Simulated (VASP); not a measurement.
# C in VASP: phonons with r2SCAN

Aim: the phonons of C with r2SCAN.

Everything below comes from runs of VASP 6.6.1. Logs are shortened: lines on timing, memory, paths and dates and some standing lists are left out, and cuts for length are marked.

## 1. Starting point

The cell holds a slab with vacuum, 2 atoms: a = 2.458 Å, b = 2.458 Å, c = 18.135 Å, α = 90.00°, β = 90.00°, γ = 120.00°.

The slab is cut from a database's or a generator's crystal, which needn't be the stable form of the element.

## 2. Phonons, r2SCAN

Contents of POSCAR:

```
C
1.0
    2.4580738953     -0.0000000000      0.0000000000
   -1.2290369476      2.1287544373      0.0000000000
    0.0000000000      0.0000000000     18.1352470921
  C
     2
Direct
     0.0000000000000000    0.0000000000000000    0.5000000000000000
     0.6666666699999979    0.3333333400000029    0.5000000000000000
```

Contents of INCAR.step1:

```
  PREC = Accurate
  ENCUT = 600
  EDIFF = 1E-8
  ISMEAR = 0
  SIGMA = 0.05
  LREAL = False
  LASPH = True
  NELM = 80
  ALGO = Normal
  ISIF = 2
  LWAVE = False
  LCHARG = False
  LDIPOL = True
  IDIPOL = 3
  DIPOL = 0.5 0.5 0.500
  METAGGA = R2SCAN
  LMIXTAU = True
  IBRION = 2
  NSW = 40
  EDIFFG = -0.002
```

Contents of INCAR.step2:

```
  PREC = Accurate
  ENCUT = 600
  EDIFF = 1E-8
  ISMEAR = 0
  SIGMA = 0.05
  LREAL = False
  LASPH = True
  NELM = 80
  ALGO = Normal
  ISIF = 2
  LWAVE = False
  LCHARG = False
  LDIPOL = True
  IDIPOL = 3
  DIPOL = 0.5 0.5 0.500
  METAGGA = R2SCAN
  LMIXTAU = True
  IBRION = 6
  NFREE = 2
  POTIM = 0.015
  NSW = 1
```

Contents of KPOINTS:

```
regular mesh
0
Gamma
  18 18 1
```

Potentials or basis: VASP PAW PBE potentials, release 64 (C).

The run is started by

```sh
cat potpaw_PBE.64/C/POTCAR > POTCAR
cp INCAR.step1 INCAR
mpirun -np 1 vasp_std > vasp.out
cp CONTCAR POSCAR
cp INCAR.step2 INCAR
mpirun -np 1 vasp_std > vasp.out
```

OUTCAR:

```text
PREC = Accurate
   ENCUT = 600
   EDIFF = 1E-8
   ISMEAR = 0
   LREAL = False
   LASPH = True
   NELM = 80
   ISIF = 2
   METAGGA = R2SCAN
   IBRION = 6
   NFREE = 2
   POTIM = 0.015
   NSW = 1

 ion  position               nearest neighbor table
   1  0.000  0.000  0.500-   2 1.42   2 1.42   2 1.42
   2  0.667  0.333  0.500-   1 1.42   1 1.42   1 1.42

  LATTYP: Found a hexagonal cell.
 ALAT       =     2.4580738953
 C/A-ratio  =     7.3778282772

  Lattice vectors:

 A1 = (   2.4580738953,   0.0000000000,   0.0000000000)
 A2 = (  -1.2290369476,   2.1287544373,   0.0000000000)
 A3 = (   0.0000000000,   0.0000000000,  18.1352470921)

Analysis of symmetry for initial positions (statically):
=====================================================================
 Subroutine PRICEL returns:
 Original cell was already a primitive cell.

 Routine SETGRP: Setting up the symmetry group for a
 hexagonal supercell.

 Subroutine GETGRP returns: Found 24 space group operations
 (whereof 12 operations were pure point group operations)
 out of a pool of 24 trial point group operations.

The static configuration has the point symmetry D_3h.
 The point group associated with its full space group is D_6h.

Analysis of symmetry for dynamics (positions and initial velocities):
=====================================================================
 Subroutine PRICEL returns:
 Original cell was already a primitive cell.

 Routine SETGRP: Setting up the symmetry group for a
 hexagonal supercell.

 Subroutine GETGRP returns: Found 24 space group operations
 (whereof 12 operations were pure point group operations)
 out of a pool of 24 trial point group operations.

The dynamic configuration has the point symmetry D_3h.
 The point group associated with its full space group is D_6h.

 Subroutine INISYM returns: Found 24 space group operations
 (whereof 12 operations are pure point group operations),
 and found     1 'primitive' translations

----------------------------------------------------------------------------------------

                                     Primitive cell

  volume of cell :      94.8951

  direct lattice vectors                    reciprocal lattice vectors
     2.458073895  0.000000000  0.000000000     0.406822595  0.234879135  0.000000000
    -1.229036948  2.128754437  0.000000000     0.000000000  0.469758269  0.000000000
     0.000000000  0.000000000 18.135247092     0.000000000  0.000000000  0.055141239

  length of vectors
     2.458073895  2.458073895 18.135247092     0.469758269  0.469758269  0.055141239

  position of ions in fractional coordinates (direct lattice)
     0.000000000  0.000000000  0.500000000
     0.666666670  0.333333340  0.500000000

  ion indices of the primitive-cell ions
   primitive index   ion index
                 1           1
                 2           2

----------------------------------------------------------------------------------------

 KPOINTS: regular mesh

Automatic generation of k-mesh.
 Grid dimensions read from file:
 generate k-points for:   18   18    1

 Generating k-lattice:

  Cartesian coordinates                     Fractional coordinates (reciprocal lattice)
     0.022601255  0.013048841  0.000000000     0.055555556 -0.000000000  0.000000000
     0.000000000  0.026097682  0.000000000     0.000000000  0.055555556  0.000000000
     0.000000000  0.000000000  0.055141239     0.000000000  0.000000000  1.000000000

  Length of vectors
     0.026097682  0.026097682  0.055141239

  Shift w.r.t. Gamma in fractional coordinates (k-lattice)
     0.000000000  0.000000000  0.000000000

[... 76 lines left out ...]
   LHFCALC =     F    Hartree Fock is set to
   AEXX    =    0.0000 exact exchange contribution
   IVDW    =     0    specifies the selected vdW correction
   LEPSILON=     F    determine dielectric tensor
   LRPA    =     F    only Hartree local field effects (RPA)
 finite differences with symmetry
 non-spin polarized calculation
 Gauss-broadening in eV      SIGMA  =   0.05
  energy-cutoff  :      600.00
  volume of cell :       94.90
 maximum number of plane-waves:      3225
 NGX is ok and might be reduce to    20
   NGX =  9   NGY =  9   NGZ = 73

--------------------------------------- Ionic step        1  -------------------------------------------

 number of electron       8.0000000 magnetization

 Free energy of the ion-electron system (eV)
  ---------------------------------------------------
  ext. energy  EPLUGINS =         0.00000000
  ---------------------------------------------------
  free energy    TOTEN  =       -19.84788315 eV

  energy without entropy =      -19.84753489  energy(sigma->0) =      -19.84770902

------------------------ aborting loop because EDIFF is reached ----------------------------------------

  FORCE on cell =-STRESS in cart. coord.  units (eV):
  Direction    XX          YY          ZZ          XY          YZ          ZX
  --------------------------------------------------------------------------------------
  -------------------------------------------------------------------------------------
  Total       -0.0731496     -0.0731496     -0.0481978     -0.0000000      0.0000000      0.0000000
  in kB       -1.2350336     -1.2350336     -0.8137555     -0.0000000      0.0000000      0.0000000
  external PRESSURE =      -1.0946076 kB  Pullay stress =       0.0000000 kB
[... 125 lines left out ...]
  FREE ENERGIE OF THE ION-ELECTRON SYSTEM (eV)
  ---------------------------------------------------
  free  energy   TOTEN  =       -19.8459243814 eV

  energy  without entropy=      -19.8455761163  energy(sigma->0) =      -19.84575025

 dipolmoment           0.000000      0.000000     -0.000010 electrons x Angstroem

--------------------------------------- Ionic step        5  -------------------------------------------

 number of electron       8.0000000 magnetization

 dipolmoment           0.000000      0.000000      0.000000 electrons x Angstroem

 Free energy of the ion-electron system (eV)
  ---------------------------------------------------
  ext. energy  EPLUGINS =         0.00000000
  ---------------------------------------------------
  free energy    TOTEN  =       -19.84592438 eV

  energy without entropy =      -19.84557611  energy(sigma->0) =      -19.84575025

 E-fermi :  -2.6107     XC(G=0):  -2.3838

 val. band max:       -2.6106729727   @ k =   0.3333   0.3333   0.0000
 cond. band min:      -2.6106704145   @ k =   0.3333   0.3333   0.0000
 fundamental gap:      0.0000025582
 Fermi energy:        -2.6106716938

 k-point     1 :       0.0000    0.0000    0.0000
  band No.  band energies     occupation
      1     -23.4573      2.00000
      2     -10.7389      2.00000
      3      -5.8444      2.00000
      4      -5.8444      2.00000
      5       1.0255      0.00000
      6       1.7993      0.00000
      7       1.9852      0.00000
      8       3.2668      0.00000
[... 243 lines left out ...]
 k-point    24 :       0.3889    0.1111    0.0000
  band No.  band energies     occupation
      1     -18.4962      2.00000
      2     -15.6471      2.00000
      3     -10.3265      2.00000
      4      -5.3251      2.00000
      5      -0.3145      0.00000
      6       6.4851      0.00000
      7       7.7596      0.00000
      8       8.5037      0.00000

 [... further k-points ...]

------------------------ aborting loop because EDIFF is reached ----------------------------------------

 vacuum level on the upper side and lower side of the slab       (xc-potential included)        -0.009        -0.009

  FORCE on cell =-STRESS in cart. coord.  units (eV):
  Direction    XX          YY          ZZ          XY          YZ          ZX
  --------------------------------------------------------------------------------------
  -------------------------------------------------------------------------------------
  Total       -0.0732482     -0.0732482     -0.0522030     -0.0000000      0.0000000     -0.0000000
  in kB       -1.2366976     -1.2366976     -0.8813783     -0.0000000      0.0000000     -0.0000000
  external PRESSURE =      -1.1182579 kB  Pullay stress =       0.0000000 kB
[... 17 lines left out ...]
  FREE ENERGIE OF THE ION-ELECTRON SYSTEM (eV)
  ---------------------------------------------------
  free  energy   TOTEN  =       -19.8459243798 eV

  energy  without entropy=      -19.8455761146  energy(sigma->0) =      -19.84575025

 INTERNAL STRAIN TENSORS FROM DISPLACED ATOMS
 ============================================

 INTERNAL STRAIN TENSOR FOR ION    1 for displacements in x,y,z  (eV/Angst):
          X           Y           Z          XY          YZ          ZX
  --------------------------------------------------------------------------------
  x     0.00000    -0.00000     0.00000     6.62728     0.00000     0.00000
  y     6.62728    -6.62728     0.00000    -0.00000     0.00000     0.00000
  z     0.00000     0.00000     0.00000    -0.00000     0.00000    -0.00000

 INTERNAL STRAIN TENSOR FOR ION    2 for displacements in x,y,z  (eV/Angst):
          X           Y           Z          XY          YZ          ZX
  --------------------------------------------------------------------------------
  x    -0.00000     0.00000    -0.00000    -6.62728     0.00000     0.00000
  y    -6.62728     6.62728    -0.00000     0.00000     0.00000     0.00000
  z     0.00000     0.00000     0.00000     0.00000     0.00000     0.00000

 Eigenvectors and eigenvalues of the dynamical matrix
 ----------------------------------------------------

   1 f  =   45.675684 THz   286.988785 2PiTHz 1523.576815 cm-1   188.899365 meV
             X         Y         Z           dx          dy          dz
      0.000000  0.000000  9.067624     0.705800    0.042964   -0.000000
      1.229037  0.709585  9.067624    -0.705800   -0.042964    0.000000
[... 16 lines left out ...]
   5 f  =    0.000000 THz     0.000000 2PiTHz    0.000000 cm-1     0.000000 meV
             X         Y         Z           dx          dy          dz
      0.000000  0.000000  9.067624    -0.000000    0.000000    0.707107
      1.229037  0.709585  9.067624     0.000000    0.000000    0.707107

   6 f/i=    0.000000 THz     0.000001 2PiTHz    0.000008 cm-1     0.000001 meV
             X         Y         Z           dx          dy          dz
      0.000000  0.000000  9.067624     0.651954    0.273781    0.000000
      1.229037  0.709585  9.067624     0.651954    0.273781    0.000000

 ELASTIC MODULI CONTR FROM IONIC RELAXATION (kBar)
 Direction    XX          YY          ZZ          XY          YZ          ZX
 --------------------------------------------------------------------------------
 XX         -14.4650     14.4650     -0.0000     -0.0000      0.0000      0.0000
 YY          14.4650    -14.4650      0.0000     -0.0000      0.0000     -0.0000
 ZZ          -0.0000      0.0000     -0.0000     -0.0000      0.0000      0.0000
 XY          -0.0000     -0.0000     -0.0000    -14.4650      0.0000     -0.0000
 YZ           0.0000      0.0000      0.0000      0.0000      0.0000      0.0000
 ZX           0.0000     -0.0000      0.0000     -0.0000      0.0000     -0.0000
 --------------------------------------------------------------------------------

 vacuum level on the upper side and lower side of the slab         1.658         1.659
```

Wall time 32 min (1 thread of AMD EPYC 7R13 (Zen 3), shared host); peak memory 0.39 GiB.

Results:

* Highest phonon frequency at Γ: 1524 cm⁻¹

Phonon frequencies in cm⁻¹ (negative: imaginary):
| q point | frequencies |
| --- | --- |
| (0.000, 0.000, 0.000) | 0 0 0 888 1524 1524 |

Caveat: the PAW data sets were made with another functional, which shifts forces and pressure a little.
